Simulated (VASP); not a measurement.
The system is PbSe (Clausthalite).

```
CELL_PARAMETERS angstrom
0.00000 3.06065 3.06065
3.06065 0.00000 3.06065
3.06065 3.06065 0.00000
ATOMIC_POSITIONS crystal
Pb 0.00000 0.00000 0.00000
Se 0.50000 0.50000 0.50000
```

```yaml
Program: VASP 6.6.1
Task: relaxation of cell and atoms
Functional: PBE
Potentials_or_basis: VASP PAW PBE potentials, release 64 (Pb_d_GW, Se_GW)
Cutoff: 680 eV
k_mesh: 8 × 8 × 8
Occupations: fermi-dirac, width 0.05 eV
Spin: no spin polarisation
```

At the start: pressure 2.4 GPa; volume 28.67 Å³/atom.

Problem. Where does the relaxation end?

Solution. Over 3 steps the energy falls by 10.0 meV/atom and the volume is 30.04 Å³/atom (+4.8 %); space group Fm-3m (No. 225, to 0.05 Å).

The path:
| step | energy change (eV) | largest force (eV/Å) | pressure (GPa) | volume (Å³) |
| --- | --- | --- | --- | --- |
| 1 | 0.0000 | 0.0000 | 2.41 | 57.34 |
| 2 | -0.0180 | 0.0000 | -0.67 | 60.99 |
| 3 | -0.0199 | 0.0000 | 0.02 | 60.09 |

Final structure:
```
Pb Se
1.0
     0.00000    3.10877    3.10877
     3.10877    0.00000    3.10877
     3.10877    3.10877    0.00000
Pb Se
1 1
Direct
  0.00000 0.00000 0.00000
  0.50000 0.50000 0.50000
```

The cell as given is a measured one (28.67 Å³/atom); PBE puts the equilibrium volume +4.8 % from it, thermal expansion not counted.
